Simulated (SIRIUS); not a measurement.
MgS: single point with PBEsol

The system is MgS.

```
S Mg
1.0
     0.00000    2.83312    2.83312
     2.83312    0.00000    2.83312
     2.83312    2.83312    0.00000
S Mg
1 1
Direct
  0.25000 0.25000 0.25000
  0.00000 0.00000 0.00000
```

The cell comes from a database or a generator and needn't be the stable form of this composition.

```json
{
 "Program": "SIRIUS 7.12.0",
 "Task": "single point",
 "Functional": "PBEsol",
 "Potentials or basis": "PseudoDojo 0.4.1 PBEsol standard (scalar relativistic)",
 "Cutoff": "1152 eV",
 "Density cutoff": "4606 eV",
 "k mesh": "8 × 8 × 8",
 "Occupations": "fermi-dirac, width 0.05 eV",
 "Spin": "no spin polarisation",
 "Libxc names": "[\"XC_GGA_X_PBE_SOL\", \"XC_GGA_C_PBE_SOL\"]",
 "Energy tol": "1e-08 Ha",
 "Density tol": "1e-06",
 "Mixer": "anderson",
 "Mixing beta": "0.7",
 "Max scf": "100",
 "Radial cutoff for the potentials' integrals": "6.5 bohr"
}
```

- Pressure: -0.4 GPa
- Band gap on the k mesh: 3.28 eV

It took 37 s on 1 thread of Intel(R) Xeon(R) Platinum 8488C (Sapphire Rapids) (shared host), peak memory 0.31 GiB.

A k mesh can miss the band edges. A hybrid or GW would open this gap; PBEsol tends to underestimate it.
